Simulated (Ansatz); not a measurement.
# Te2Pt (Moncheite) (P-3m1) in Ansatz: notebook

One crystal, Te2Pt (Moncheite), is run at these levels: PBE; tasks: single point.

All numbers are computed with Ansatz 0.2.0; they aren't measurements. Logs are shortened: lines on timing, memory, paths and dates and some standing lists are left out, and cuts for length are marked.

## Step 1: The crystal as given

Symmetry: P-3m1, No. 164, trigonal system. The conventional cell has a = 4.010 Å, b = 4.010 Å, c = 5.201 Å, α = 90.00°, β = 90.00°, γ = 120.00°. Pt (site symmetry -3m) has 6 Te at 2.66 Å as nearest neighbours. Around Te (site symmetry 3m) lie 3 Pt at 2.66 Å.

## Step 2: Single point, PBE

input.yaml

```yaml
crystal:
  lattice:
    - [4.01, 0.0, 0.0]
    - [-2.005, 3.4727618692, 0.0]
    - [0.0, 0.0, 5.201]
  atoms:
    - { symbol: Pt, position: [0.0, 0.0, 0.0] }
    - { symbol: Te, position: [0.6666666667, 0.3333333333, 0.75] }
    - { symbol: Te, position: [0.3333333333, 0.6666666667, 0.25] }
hamiltonian:
  xc: pbe
  pseudopotentials: { kind: paw }
kpoints:
  mp_grid: { grid: [8, 8, 5] }
scf:
  occupations: { method: gaussian, width: 0.021 }
output:
  forces: true
  stress: true
  eigenvalues: true
  write_density: true
  write_potential: true
  elf: true
  volumetric_format: npy
```

Potentials or basis: Ansatz PAW.

On the command line:

```sh
$ ansatz run input.yaml --threads 2 --pin off --max-ram 5632MiB --backend cpu --events-out ev --progress --plain --runs-dir out
```

Log:

```text
Warning: RAYON_NUM_THREADS=2 ignored (pool sized by the plan → 2); use --threads N
Engine: ansatz 0.2.0, x86_64-unknown-linux-gnu
Pseudopotentials: kind: paw
Pseudopotential: Pt, paw, valence charge 18, recommended cutoff 420 eV (normal), Pt.paw.azcp
Pseudopotential: Te, paw, valence charge 16, recommended cutoff 420 eV (normal), Te.paw.azcp
Functional definition: PBE
  parameter kappa = 0.804
  parameter beta = 0.06672455060314922
  exchange = pbe_x(kappa = kappa, mu = beta*pi^2/3)
  correlation = pbe_c(beta = beta)
Crystal: 3 atoms, lattice volume = 72.428 Å³
Basis set: ecut = 420 eV, 1409 PW (Γ), exchange–correlation on 54×54×72 points (8 copies of the dense FFT grid, shifted against one another)
Bands: 30, of which v1, the nominal top of the filled ones, is band 25 counted from 1 (24 counted from 0)
Symmetry: 12 space group operations
Space group: P-3m1 (ITA 164), of the structure as read, at distance tolerance 4.2e-5 Å
k-points: 40 of 320
Non-local potential: Pt, projectors of the file, l = 0: 3, l = 1: 2, l = 2: 2, l = 3: 1
Non-local potential: Te, projectors of the file, l = 0: 2, l = 1: 2, l = 2: 2, l = 3: 2
PAW form: soft (Blöchl's): semilocal exchange-correlation on the pseudo side does not see the compensation charge
PAW one-centre angular grid: Pt, 590 points (default); XC on 64 Gauss nodes
PAW one-centre angular grid: Te, 590 points (default); XC on 64 Gauss nodes
Initial density: superposition of atomic densities (neutral atoms: chi_scale 0, normalization atom), corrected by the library's trained network
Initial wavefunctions: pseudopotential atomic-orbital guess
Functional: x = pbe(κ = 0.804, μ = 0.2195149727645171), c = pbe(β = 0.06672455060314922)
SCF iter   1: F=—  HF=-26483.945054 eV  |F-HF|=—  |Δ(HF+E_count)|=         —  Δρ=2.28e-3  dr2=4.59e-3  ethr=1.77e-3  ⟨swp⟩=6.8  Hψ=5350  notcnv=0
preconditioner: auto → LDOS  [insulator: Δε(μ)=0.039 eV  Ē_g=9.188 eV  σ=0.021 eV  W_gap=0.59  n_scr=22 (ndim 8)  ℏωp=20.5 eV  f_vac=0.015  D(μ)=1.78/eV (n_scr^D=8)  ε∞_Penn≈6.0  β→1.0]
SCF iter   2: F=—  HF=-26483.945847 eV  |F-HF|=—  |Δ(HF+E_count)|=   7.94e-4  Δρ=1.68e-3  dr2=3.26e-3  ethr=9.18e-6  ⟨swp⟩=3.0  Hψ=2760  notcnv=0  defer=35
SCF iter   3: F=—  HF=-26483.944861 eV  |F-HF|=—  |Δ(HF+E_count)|=   9.87e-4  Δρ=3.05e-4  dr2=7.83e-5  ethr=6.53e-6  ⟨swp⟩=2.0  Hψ=2170  notcnv=0  defer=35
SCF iter   4: F=—  HF=-26483.944852 eV  |F-HF|=—  |Δ(HF+E_count)|=   8.85e-6  Δρ=5.53e-5  dr2=1.80e-6  ethr=1.57e-7  ⟨swp⟩=2.0  Hψ=2003  notcnv=0  defer=35
iter 5 did not close the SCF: its close was put off for the readings that it lacked (scf_convergence_deferred on its scf_iter line)
SCF iter   5: F=-26483.944855 eV  HF=-26483.944855 eV  |F-HF|=9.84e-8  |Δ(HF+E_count)|=   2.75e-6  Δρ=1.23e-5  dr2=7.00e-8  ethr=3.60e-9  ⟨swp⟩=3.0  Hψ=2117  notcnv=0  defer=35
SCF iter   6: F=-26483.944855 eV  HF=-26483.944855 eV  |F-HF|=1.88e-9  |Δ(HF+E_count)|=   1.11e-7  Δρ=2.85e-6  dr2=6.60e-9  ethr=1.40e-10  ⟨swp⟩=10.4  Hψ=8176  notcnv=0
SCF 1 converged in 6 iterations: F = -26483.944855 eV  dr2 = 6.60e-9
SCF converged after 6 iterations
Free energy (F): -26483.944855 eV
Harris-Foulkes:  -26483.944855 eV  (|F-HF|=1.88e-9)
Internal energy: -26483.944466 eV  (E = F + TS)
E sigma→0 (E₀):  -26483.944660 eV
Entropy (-TS):   -0.000389 eV (-0.130 meV/atom)
Fermi energy:    14.260329 eV
--- Per-component energies (eV) ---
  E_band       = -688.791097
  E_kinetic    = 1004.285720
  E_local      = -4539.483501  (includes V_loc(G=0)·N_el)
  E_nonlocal   = -421.429843
  E_hartree    = 2416.184451
  E_xc         = -513.082960
  E_vxc        = -514.837094  (∫ρ·V_xc dr)
  E_paw        = -18779.446689  (= ΣΔE_a)
  E_vpaw       = -1049.691032  (= ΣTr[D̂ρ^β])
  E_aug_tail   = -0.000137  (compensation charges beyond the density's cutoff)
  E_ewald      = -5650.971506
  E_smearing   = -0.000389  (= −TS)
  E_closure    = -0.000000  (closes the sum)
  Σ components = -26483.944855   (vs F -26483.944855, Δ=0.00e0)
--- Forces (eV/Å), atoms counted from 1 ---
  atom   1  Pt     0.00000000    -0.00000000     0.00000000
  atom   2  Te    -0.00000000    -0.00000000    -0.97330059
  atom   3  Te     0.00000000     0.00000000     0.97330059
  max |Σ_I F_I| component: 1.11e-16 eV/Å
--- Stress (GPa, compression-positive) ---
        9.250906      -0.000000      -0.000000
       -0.000000       9.250906       0.000000
       -0.000000       0.000000       7.671258
  P = ⅓ Tr σ = 8.7244 GPa (87.244 kbar)
--- Band table (eV; the first three rows and the last of 40) ---
  k-point 0: bands = ["-85.2114", "-39.4990", "-39.4990", "-39.3713", "-23.5248", "-23.5248", "-23.5111", "-23.5072", "-23.5072", "-23.5072", "-23.5066", "-23.5066", "-23.4975", "-23.4975", "-0.1939", "3.3684", "7.1975", "8.0177", "8.0177", "10.0968", "10.0968", "11.3717", "13.5400", "13.5400", "15.2924", "15.2924", "15.4819", "16.8332", "18.5263", "19.9919"]
  k-point 1: bands = ["-85.2114", "-39.4990", "-39.4990", "-39.3713", "-23.5231", "-23.5231", "-23.5107", "-23.5089", "-23.5089", "-23.5075", "-23.5069", "-23.5069", "-23.4972", "-23.4972", "-0.0226", "2.7967", "7.9250", "8.0440", "8.0440", "10.0844", "10.0844", "11.4309", "13.3028", "13.3028", "14.5917", "15.6687", "15.6687", "17.1129", "19.1340", "19.7429"]
  k-point 2: bands = ["-85.2114", "-39.4990", "-39.4990", "-39.3713", "-23.5189", "-23.5189", "-23.5128", "-23.5128", "-23.5097", "-23.5084", "-23.5076", "-23.5076", "-23.4968", "-23.4968", "0.3971", "1.9030", "8.0876", "8.0876", "9.0914", "10.0662", "10.0662", "11.6749", "13.0012", "13.0012", "13.1120", "16.2901", "16.2901", "17.9333", "19.2320", "19.2320"]
  k-point 39: bands = ["-85.2113", "-39.5019", "-39.5010", "-39.3710", "-23.5195", "-23.5185", "-23.5169", "-23.5103", "-23.5073", "-23.5061", "-23.5047", "-23.5002", "-23.4994", "-23.4983", "2.1294", "2.2612", "7.3218", "7.9110", "8.3500", "9.4955", "9.9261", "10.3114", "10.4714", "11.2991", "11.5975", "15.8877", "16.4865", "19.2880", "20.3838", "21.2057"]
```

Run time: 1.4 s. Hardware: 2 threads of Intel Xeon 6975P-C (Granite Rapids), shared host; peak memory 0.45 GiB.

What came out:

```yaml
Free_energy: -26483.9449 eV
Pressure: 8.7 GPa
Largest_force: 0.973 eV/Å
Band_gap_on_the_k_mesh: none (metal or under the smearing width)
```

Forces in eV/Å, atoms in the order of the input:
```
Pt   0.000  0.000  0.000
Te   0.000  0.000 -0.973
Te   0.000  0.000  0.973
```

Stress tensor (GPa, compression positive):
```
9.25 0.00 0.00
0.00 9.25 0.00
0.00 0.00 7.67
```

The run has no spin-orbit coupling, so splittings on Pt, Te are missing.

## Step 3: Single point, PBE

Edit input.yaml of step 2 so:

```diff
@@ -15,3 +15,3 @@
 scf:
-  occupations: { method: gaussian, width: 0.021 }
+  occupations: { method: gaussian, width: 0.022 }
 output:
@@ -20,5 +20 @@
   eigenvalues: true
-  write_density: true
-  write_potential: true
-  elf: true
-  volumetric_format: npy
```

Potentials or basis: Ansatz PAW.

On the command line:

```sh
$ ansatz run input.yaml --threads 2 --pin off --max-ram 5632MiB --backend cpu --events-out ev --progress --plain --runs-dir out
```

It took 1.1 s on 2 threads of Intel Xeon 6975P-C (Granite Rapids), shared host; peak memory 0.45 GiB.

The run converged. Its results:

```yaml
Free_energy: -26483.9449 eV
Pressure: 8.7 GPa
Largest_force: 0.973 eV/Å
Band_gap_on_the_k_mesh: none (metal or under the smearing width)
```

Forces in eV/Å, atoms in the order of the input:
```
Pt   0.000  0.000  0.000
Te   0.000  0.000 -0.973
Te   0.000  0.000  0.973
```

Stress tensor (GPa, compression positive):
```
9.25 0.00 0.00
0.00 9.25 0.00
0.00 0.00 7.67
```

Levels at points of the mesh, in eV from the Fermi level:
```tsv
k point	band 21	band 22	band 23	band 24	band 25	band 26	band 27	band 28	band 29	band 30
(0.00, 0.00, 0.00)	-4.16	-2.89	-0.72	-0.72	1.03	1.03	1.22	2.57	4.27	5.73
(0.00, -0.50, 0.00)	-3.88	-3.83	-3.72	-3.63	-3.07	0.10	2.48	3.57	5.19	5.65
```

## Step 4: Single point, PBE

Edit input.yaml of step 3 so:

```diff
@@ -15,3 +15,3 @@
 scf:
-  occupations: { method: gaussian, width: 0.022 }
+  occupations: { method: gaussian, width: 0.023 }
 output:
```

On the command line:

```sh
$ ansatz run input.yaml --threads 2 --pin off --max-ram 5632MiB --backend cpu --events-out ev --progress --plain --runs-dir out
```

Wall time 1.1 s (2 threads of Intel Xeon 6975P-C (Granite Rapids), shared host); peak memory 0.45 GiB.

The run converged. Its results:

| Item | Value |
| --- | --- |
| Free energy | -26483.9449 eV |
| Pressure | 8.7 GPa |
| Largest force | 0.973 eV/Å |
| Band gap on the k mesh | none (metal or under the smearing width) |

Forces in eV/Å, atoms in the order of the input:
```
Pt   0.000  0.000  0.000
Te   0.000  0.000 -0.973
Te   0.000  0.000  0.973
```

Stress tensor (GPa, compression positive):
```
9.25 0.00 0.00
0.00 9.25 0.00
0.00 0.00 7.67
```

Levels at points of the mesh, in eV from the Fermi level:
| k point | band 22 | band 23 | band 24 | band 25 | band 26 | band 27 | band 28 | band 29 |
| --- | --- | --- | --- | --- | --- | --- | --- | --- |
| (0.00, 0.00, 0.00) | -2.89 | -0.72 | -0.72 | 1.03 | 1.03 | 1.22 | 2.57 | 4.27 |
| (0.00, -0.50, 0.00) | -3.83 | -3.72 | -3.63 | -3.06 | 0.11 | 2.48 | 3.57 | 5.19 |

Spin-orbit coupling is left out, which matters for the levels of Pt, Te.

## Step 5: Single point, PBE

Edit input.yaml of step 4 so:

```diff
@@ -15,3 +15,3 @@
 scf:
-  occupations: { method: gaussian, width: 0.023 }
+  occupations: { method: gaussian, width: 0.024 }
 output:
```

On the command line:

```sh
$ ansatz run input.yaml --threads 2 --pin off --max-ram 5632MiB --backend cpu --events-out ev --progress --plain --runs-dir out
```

Run time: 1.1 s. Hardware: 2 threads of Intel Xeon 6975P-C (Granite Rapids), shared host; peak memory 0.45 GiB.

The run converged. Its results:

| Item | Value |
| --- | --- |
| Free energy | -26483.9449 eV |
| Pressure | 8.7 GPa |
| Largest force | 0.974 eV/Å |
| Band gap on the k mesh | none (metal or under the smearing width) |

Forces in eV/Å, atoms in the order of the input:
```
Pt   0.000  0.000  0.000
Te   0.000  0.000 -0.974
Te   0.000  0.000  0.974
```

Stress tensor (GPa, compression positive):
```
9.25 0.00 0.00
0.00 9.25 0.00
0.00 0.00 7.67
```

Levels at points of the mesh, in eV from the Fermi level:
| k point | band 22 | band 23 | band 24 | band 25 | band 26 | band 27 | band 28 | band 29 |
| --- | --- | --- | --- | --- | --- | --- | --- | --- |
| (0.00, 0.00, 0.00) | -2.89 | -0.72 | -0.72 | 1.03 | 1.03 | 1.22 | 2.57 | 4.27 |
| (0.00, -0.50, 0.00) | -3.83 | -3.72 | -3.63 | -3.06 | 0.11 | 2.48 | 3.57 | 5.19 |

Spin-orbit coupling is left out, which matters for the levels of Pt, Te.

## Step 6: Single point, PBE

Edit input.yaml of step 5 so:

```diff
@@ -15,3 +15,3 @@
 scf:
-  occupations: { method: gaussian, width: 0.024 }
+  occupations: { method: gaussian, width: 0.025 }
 output:
```

Potentials or basis: Ansatz PAW.

On the command line:

```sh
$ ansatz run input.yaml --threads 2 --pin off --max-ram 5632MiB --backend cpu --events-out ev --progress --plain --runs-dir out
```

Wall time 1.1 s (2 threads of Intel Xeon 6975P-C (Granite Rapids), shared host); peak memory 0.45 GiB.

The run converged. Its results:

```
Free energy            : -26483.9449 eV
Pressure               : 8.7 GPa
Largest force          : 0.974 eV/Å
Band gap on the k mesh : none (metal or under the smearing width)
```

Forces on the atoms (eV/Å):
```
Pt   0.000  0.000  0.000
Te   0.000  0.000 -0.974
Te   0.000  0.000  0.974
```

Stress tensor (GPa, compression positive):
```
9.25 0.00 0.00
0.00 9.25 0.00
0.00 0.00 7.67
```

Levels at points of the mesh, in eV from the Fermi level:
| k point | band 23 | band 24 | band 25 | band 26 | band 27 | band 28 |
| --- | --- | --- | --- | --- | --- | --- |
| (0.00, 0.00, 0.00) | -0.72 | -0.72 | 1.03 | 1.03 | 1.22 | 2.57 |
| (0.00, -0.50, 0.00) | -3.72 | -3.62 | -3.06 | 0.11 | 2.49 | 3.58 |

The run has no spin-orbit coupling, so splittings on Pt, Te are missing.

## Step 7: Summary

```tsv
smearing	gap on the mesh (eV)	pressure (GPa)	largest force (eV/Å)
gaussian 0.021 eV	none	8.7	0.97
gaussian 0.022 eV	none	8.7	0.97
gaussian 0.023 eV	none	8.7	0.97
gaussian 0.024 eV	none	8.7	0.97
gaussian 0.025 eV	none	8.7	0.97
```

Alike in all rows: task single point; level PBE; potentials or basis Ansatz PAW; no spin polarisation; cell as given; k mesh 8 × 8 × 5; cutoff (eV) 420.

Every run on the cell as given and a fine mesh finds a metal.

Absolute energies hang on the potentials; compare differences alone.
